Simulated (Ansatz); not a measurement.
Write a Python script for Ansatz 0.2.0 through its Python package that makes a single point from an input typed as a dict of KCl, space group Fm-3m. Use: PBEsol, PAW, cutoff 420 eV, 5×5×5 k-points, fixed occupations.

```
CELL_PARAMETERS angstrom
0.00000 3.14647 3.14647
3.14647 0.00000 3.14647
3.14647 3.14647 0.00000
ATOMIC_POSITIONS crystal
K 0.00000 0.00000 0.00000
Cl 0.50000 0.50000 0.50000
```

`deck.py`
```python
import json
import warnings

import ansatz as az
import pandas as pd


def main() -> None:
    warnings.simplefilter("ignore", az.DeckWarning)

    inputs = {
        "crystal": {
            "lattice": [[0.0, 3.14647, 3.14647], [3.14647, 0.0, 3.14647], [3.14647, 3.14647, 0.0]],
            "atoms": [
                {"symbol": "K", "position": [0.0, 0.0, 0.0]},
                {"symbol": "Cl", "position": [0.5, 0.5, 0.5]},
            ],
        },
        "kpoints": {"mp_grid": {"grid": [5, 5, 5]}},
        "hamiltonian": {"xc": "pbesol"},
        "scf": {"occupations": {"method": "fixed"}, "algorithm": "direct_min"},
        "basis": {"ecutwfc": "420 eV"},
        "output": {"forces": True},
    }

    out = az.Session.from_dict(inputs).plan(threads=1).execute()
    rep = out.report

    for key in ("converged", "n_iterations", "n_electrons", "n_kpoints", "n_pw", "n_symmetry_ops", "free_energy_ev", "fermi_energy_ev"):
        print(f"{key:18s} {rep[key]}")

    table = pd.DataFrame(rep["forces_ev_ang"], columns=["fx", "fy", "fz"])
    table.insert(0, "atom", [site["symbol"] for site in rep["lattice"]["sites"]])
    print(table.round(4).to_string())

    keep = ["free_energy_ev", "energy_sigma0_ev", "fermi_energy_ev", "n_iterations", "converged", "magnetization_mub", "n_kpoints"]
    with open("kcl.json", "w") as handle:
        json.dump({key: rep[key] for key in keep}, handle, indent=1)


if __name__ == "__main__":
    main()
```

```console
$ python deck.py
converged          True
n_iterations       4
n_electrons        16.0
n_kpoints          10
n_pw               1243
n_symmetry_ops     48
free_energy_ev     -2580.7392529698022
fermi_energy_ev    0.78679492750192
  atom   fx   fy   fz
0    K -0.0 -0.0  0.0
1   Cl  0.0 -0.0 -0.0
```

File `kcl.json` afterwards:
```json
{
 "free_energy_ev": -2580.7392529698022,
 "energy_sigma0_ev": -2580.7392529698022,
 "fermi_energy_ev": 0.78679492750192,
 "n_iterations": 4,
 "converged": true,
 "magnetization_mub": 0.0,
 "n_kpoints": 10
}
```

Notes:
- The settings weren't tested for convergence.
- With fixed filling the reported Fermi level is the top filled level among the k-points of the SCF.
- The zero of the levels is a convention of the potentials, so an absolute Fermi energy is no work function.
- The structure is a deposited one; some such entries were measured under pressure or heat, so a shift against it needn't be the functional's error alone.
- Wall time of the script: 1.4 s on 1 thread of Arm Neoverse V2, on a shared host, peak memory 0.37 GiB.

(Lines on the test bed's own set-up are left out of the output.)
